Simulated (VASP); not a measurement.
# C (P6_3/mmc) in VASP: further runs, part 2 of 2

VASP 6.6.1. The steps go on from the part before.

## (3) Relaxation of cell and atoms, PBE+D3(BJ)

This run uses another cell than the first one, of 8.80 Å³/atom, 0.855 times its volume.

INCAR

```
SYSTEM = C
PREC = Accurate ; ENCUT = 520
EDIFF = 1E-7 ; ISMEAR = 0
SIGMA = 0.02 ; LREAL = .False.
LASPH = .True. ; NELM = 80
ALGO = Normal ; ISIF = 3
LWAVE = .False. ; LCHARG = .False.
GGA = PE ; IVDW = 12
IBRION = 2 ; NSW = 80
EDIFFG = -0.002
```

KPOINTS

```
regular mesh
0
Gamma
  15 15 4
  0 0 0
```

POSCAR

```
C                                       
1.0
    2.4659480402     -0.0000000000      0.0000000000
   -1.2329740201      2.1355736475     -0.0000000000
   -0.0000000000      0.0000000000      6.6804018494
  C             
     4
Direct
     0.0000000000000000    0.0000000000000000    0.2500000000000000
     0.0000000000000000    0.0000000000000000    0.7500000000000000
     0.3333333300000021    0.6666666699999979    0.2500000000000000
     0.6666666699999979    0.3333333300000021    0.7500000000000000
```

Potentials or basis: VASP PAW PBE potentials, release 64 (C).

Started as:

```
$ cat potpaw_PBE.64/C/POTCAR > POTCAR
$ mpirun -np 1 vasp_std > vasp.out
```

OUTCAR:

```text
SYSTEM = C
   PREC = Accurate
   ENCUT = 520
   EDIFF = 1E-7
   ISMEAR = 0
   LREAL = .False.
   LASPH = .True.
   NELM = 80
   ISIF = 3
   GGA = PE
   IVDW = 12
   IBRION = 2
   NSW = 80
   EDIFFG = -0.002
 IVDW          = 12

 ion  position               nearest neighbor table
   1  0.000  0.000  0.250-   3 1.42   3 1.42   3 1.42
   2  0.000  0.000  0.750-   4 1.42   4 1.42   4 1.42
   3  0.333  0.667  0.250-   1 1.42   1 1.42   1 1.42
   4  0.667  0.333  0.750-   2 1.42   2 1.42   2 1.42

  LATTYP: Found a hexagonal cell.
 ALAT       =     2.4659480402
 C/A-ratio  =     2.7090602642

  Lattice vectors:

 A1 = (   2.4659480402,   0.0000000000,   0.0000000000)
 A2 = (  -1.2329740201,   2.1355736475,   0.0000000000)
 A3 = (   0.0000000000,   0.0000000000,   6.6804018494)

Analysis of symmetry for initial positions (statically):
=====================================================================
 Subroutine PRICEL returns:
 Original cell was already a primitive cell.

 Routine SETGRP: Setting up the symmetry group for a
 hexagonal supercell.

 Subroutine GETGRP returns: Found 24 space group operations
 (whereof 12 operations were pure point group operations)
 out of a pool of 24 trial point group operations.

[... 162 lines left out ...]

 Free energy of the ion-electron system (eV)
  ---------------------------------------------------
  ext. energy  EPLUGINS =         0.00000000
  ---------------------------------------------------
  free energy    TOTEN  =       -36.83802004 eV

  energy without entropy =      -36.83782389  energy(sigma->0) =      -36.83792197

------------------------ aborting loop because EDIFF is reached ----------------------------------------

 Edisp (eV)   -0.62859

 E8    (eV) :    -0.1782
[... 243 lines left out ...]
--------------------------------------- Ionic step        7  -------------------------------------------

 number of electron      15.9999994 magnetization

 Free energy of the ion-electron system (eV)
  ---------------------------------------------------
  ext. energy  EPLUGINS =         0.00000000
  ---------------------------------------------------
  free energy    TOTEN  =       -36.84281963 eV

  energy without entropy =      -36.84261849  energy(sigma->0) =      -36.84271906

 E-fermi :   4.6468     XC(G=0): -10.3079

 val. band max:        4.6448870597   @ k =   0.3333   0.3333   0.5000
 cond. band min:       4.6473496046   @ k =   0.3333   0.3333   0.2500
 fundamental gap:      0.0024625449
 Fermi energy:         4.6467578804

 k-point     1 :       0.0000    0.0000    0.0000
  band No.  band energies     occupation
      1     -14.9848      2.00000
      2     -14.6885      2.00000
      3      -3.8428      2.00000
      4      -1.8925      2.00000
      5       1.6336      2.00000
      6       1.6336      2.00000
      7       1.6518      2.00000
      8       1.6518      2.00000
      9       8.9306      0.00000
     10      12.9630      0.00000
     11      12.9630      0.00000
     12      13.0141      0.00000
[... 331 lines left out ...]
 k-point    24 :       0.4000    0.2000    0.0000
  band No.  band energies     occupation
      1      -9.0470      2.00000
      2      -8.9429      2.00000
      3      -8.0241      2.00000
      4      -7.9579      2.00000
      5      -4.2080      2.00000
      6      -4.1066      2.00000
      7       2.7525      2.00000
      8       3.4117      2.00000
      9       6.0057      0.00000
     10       6.1373      0.00000
     11      15.1536      0.00000
     12      15.8080      0.00000

 [... further k-points ...]

------------------------ aborting loop because EDIFF is reached ----------------------------------------

 Edisp (eV)   -0.62394

 E8    (eV) :    -0.1768
[... 27 lines left out ...]
  FREE ENERGIE OF THE ION-ELECTRON SYSTEM (eV)
  ---------------------------------------------------
  free  energy   TOTEN  =       -37.4667563870 eV

  energy  without entropy=      -37.4665552489  energy(sigma->0) =      -37.46665582

 reached required accuracy - stopping structural energy minimisation
```

OSZICAR:

```text
N       E                     dE             d eps       ncg     rms          rms(c)
DAV:   1     0.475755801661E+02    0.47576E+02   -0.84100E+03  1952   0.124E+03
DAV:   2    -0.355725807975E+02   -0.83148E+02   -0.76239E+02  2732   0.230E+02
DAV:   3    -0.391450334385E+02   -0.35725E+01   -0.35495E+01  2480   0.482E+01
[... 53 lines left out ...]
DAV:   3    -0.368428194112E+02    0.15090E-03   -0.48412E-04  2260   0.151E-01    0.128E-02
DAV:   4    -0.368428197959E+02   -0.38473E-06   -0.86823E-06  2232   0.237E-02    0.111E-02
DAV:   5    -0.368428190411E+02    0.75488E-06   -0.19000E-06  2284   0.127E-02    0.151E-03
DAV:   6    -0.368428192575E+02   -0.21648E-06   -0.28858E-07  2304   0.437E-03    0.218E-03
DAV:   7    -0.368428196179E+02   -0.36034E-06   -0.59277E-08  1320   0.202E-03    0.326E-04
DAV:   8    -0.368428196273E+02   -0.94235E-08   -0.27183E-08  1096   0.130E-03
   7 F= -.37466756E+02 E0= -.37466656E+02  d E =-.126755E-03
```

CONTCAR:

```text
C
   1.00000000000000
     2.4663721850789888    0.0000000000000000    0.0000000000000000
    -1.2331860925394944    2.1359409677402303    0.0000000000000000
    -0.0000000000000000   -0.0000000000000000    6.7218723653573198
  C
     4
Direct
     0.0000000000000000    0.0000000000000000    0.2500000000000000
     0.0000000000000000    0.0000000000000000    0.7500000000000000
     0.3333333300000021    0.6666666699999979    0.2500000000000000
     0.6666666699999979    0.3333333300000021    0.7500000000000000

  0.00000000E+00  0.00000000E+00  0.00000000E+00
  0.00000000E+00  0.00000000E+00  0.00000000E+00
  0.00000000E+00  0.00000000E+00  0.00000000E+00
  0.00000000E+00  0.00000000E+00  0.00000000E+00
```

It took 61 s on 1 thread of Intel Xeon Platinum 8488C (Sapphire Rapids), shared host; peak memory 0.17 GiB.

What came out:

```
Free energy                            : -37.4668 eV
Relaxed volume                         : 8.85 Å³/atom
Relaxed cell                           : a = 2.466 Å, b = 2.466 Å, c = 6.722 Å, α = 90.00°, β = 90.00°, γ = 120.00°
Space group after relaxing (to 0.05 Å) : P6_3/mmc (No. 194)
Energy gained by relaxing              : 0.0 meV/atom
Ionic steps                            : 7
Pressure after relaxing                : 0.0 GPa
Band gap on the k mesh                 : none (metal or under the smearing width)
Dispersion energy per atom             : -0.156 eV
```

Step by step:
```csv
step,energy change (eV),largest force (eV/Å),pressure (GPa),volume (Å³)
1,0.0000,0.0000,0.20,35.18
2,0.0000,0.0000,-0.25,35.24
3,0.0000,0.0000,-0.01,35.21
4,0.0000,0.0000,-0.01,35.23
5,-0.0001,0.0000,0.00,35.31
6,-0.0001,0.0000,-0.01,35.48
7,-0.0001,0.0000,-0.01,35.41
```

Final structure:
```xyz
4
Lattice="2.4664 0.0000 0.0000 -1.2332 2.1359 0.0000 0.0000 0.0000 6.7219" Properties=species:S:1:pos:R:3 pbc="T T T"
C     0.0000    0.0000    1.6805
C     0.0000    0.0000    5.0414
C     0.0000    1.4240    1.6805
C     1.2332    0.7120    5.0414
```

Levels at points of the mesh, in eV from the Fermi level:
| k point | band 6 | band 7 | band 8 | band 9 | band 10 | band 11 |
| --- | --- | --- | --- | --- | --- | --- |
| (0.00, 0.00, 0.00) | -3.01 | -2.99 | -2.99 | 4.28 | 8.32 | 8.32 |
| (0.00, 0.00, 0.50) | -3.00 | -3.00 | -3.00 | 6.91 | 6.91 | 8.34 |
